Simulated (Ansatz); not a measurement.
**How far is PAW off for N?**

```yaml
crystal:
  lattice:
    - [0.00000, 2.09207, 2.09207]
    - [2.09207, 0.00000, 2.09207]
    - [2.09207, 2.09207, 0.00000]
  atoms:
    - { symbol: N, position: [0.00000, 0.00000, 0.00000] }
    - { symbol: N, position: [0.25000, 0.25000, 0.25000] }
```

Atoms are numbered in the order listed.

The structure comes from a relaxation in the same program, started in the diamond type, and has space group Fd-3m. Whether it is a known phase or the ground state wasn't checked.

Methods: DFT, PBE, PAW with Ansatz's default frozen-core files, scalar-relativistic (Ansatz 0.2.0); DFT, PBE, all-electron PAW with datasets made for the crystal, scalar-relativistic (Ansatz 0.2.0); DFT, PBE, all-electron LAPW, scalar-relativistic (Ansatz 0.2.0).

For PAW: a Γ-centred 13×13×13 k mesh, Fermi–Dirac smearing of 0.08 eV, cutoff 420 eV, no spin polarisation. The crystal-made all-electron datasets (AE datasets) take a cutoff of 440 eV at this cell. LAPW targets a basis error of 0.25 meV/atom. The Ansatz runs share mesh, smearing and spin set-up. Plane-wave (PAW) pressures include the program's estimate of the Pulay term.

Stress and pressure are positive in compression.

Levels count from the Fermi level.

```json
{"quantity": "pressure (GPa)", "PAW": "-0.01", "AE datasets": "-0.02", "LAPW": "-0.03"}
{"quantity": "highest filled level at W (eV)", "PAW": "-7.371", "AE datasets": "-7.374", "LAPW": "-7.374"}
{"quantity": "lowest empty level at W (eV)", "PAW": "1.096", "AE datasets": "1.098", "LAPW": "1.098"}
{"quantity": "highest filled level at K (eV)", "PAW": "-0.641", "AE datasets": "-0.642", "LAPW": "-0.642"}
{"quantity": "lowest empty level at K (eV)", "PAW": "1.650", "AE datasets": "1.651", "LAPW": "1.651"}
{"quantity": "highest filled level at Γ (eV)", "PAW": "-3.588", "AE datasets": "-3.594", "LAPW": "-3.594"}
{"quantity": "lowest empty level at Γ (eV)", "PAW": "0.525", "AE datasets": "0.522", "LAPW": "0.522"}
```
